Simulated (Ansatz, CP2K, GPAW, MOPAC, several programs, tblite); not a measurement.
# LiH from cheap methods to r2SCAN

Aim: run LiH through methods of unlike cost and see what each gets, and at what price.

Method: no spin polarisation, static lattice; gaps from single points on the cell relaxed beforehand with r²SCAN, in MOPAC, tblite, CP2K, GPAW, Ansatz (versions at each run).

## Step 1: Starting point

Symmetry: F-43m, No. 216, cubic system. Conventional cell: a = 4.290 Å, b = 4.290 Å, c = 4.290 Å, α = 90.00°, β = 90.00°, γ = 90.00°. Li (site symmetry -43m) has 4 H at 1.86 Å as nearest neighbours. Around H (site symmetry -43m) lie 4 Li at 1.86 Å.

Structure file:

```
CELL_PARAMETERS angstrom
0.00000 2.14512 2.14512
2.14512 0.00000 2.14512
2.14512 2.14512 0.00000
ATOMIC_POSITIONS crystal
Li 0.00000 0.00000 0.00000
H 0.25000 0.25000 0.25000
```

The structure type (zincblende) is imposed and need not be the compound's stable one.

**Question.** The methods are PM6, PM7, GFN1-xTB (tblite), GFN2-xTB (tblite), PBE/DZVP, PBE/single-zeta, PBE/SZV, coarse PBE, GLLB-SC, PBE, r2SCAN. What gap does r2SCAN give on this cell, and which other methods (full PBE left aside) come nearest to r2SCAN and farthest in gap, volume and bulk modulus?

| quantity | value |
| --- | --- |
| r2SCAN | gap 4.72 eV, 9.87 Å³/atom, B₀ 27 GPa |
| gap: nearest and farthest of the other methods | coarse PBE (-0.52 eV), PM6 (+7.59 eV) |
| volume: nearest and farthest of the other methods | PM7 (+0.9 %), GFN2-xTB (tblite) (+10.9 %) |
| bulk modulus: nearest and farthest of the other methods | PM7 (+0 %), GFN2-xTB (tblite) (-56 %) |

**Reading.** Among the 9 methods compared for the gap (full PBE left aside), coarse PBE is nearest to r2SCAN and PM6 farthest. Among the 5 methods compared for the volume (full PBE left aside), PM7 is nearest to r2SCAN and GFN2-xTB (tblite) farthest. Among the 5 methods compared for the bulk modulus (full PBE left aside), PM7 is nearest to r2SCAN and GFN2-xTB (tblite) farthest. A minimal basis or a coarse cutoff and mesh shifts results by its own error, so closeness to r2SCAN can be chance. Cluster runs see only the k-points that fold onto the zone centre, so their gaps can miss the band edges. GLLB-SC is compared with its derivative discontinuity added. No volume is given for PM6, GFN1-xTB (tblite), PBE/single-zeta, which can hide a larger miss. CPU times run from 0.41 s (coarse PBE) to 32 s (PBE/DZVP). On this cell GFN1-xTB (tblite), GFN2-xTB (tblite), PBE/DZVP, PBE/SZV, GLLB-SC cost more than r2SCAN itself (2.2 s), so they are no saving here. r2SCAN is a yardstick, not the truth: it usually gives gaps below the measured ones.
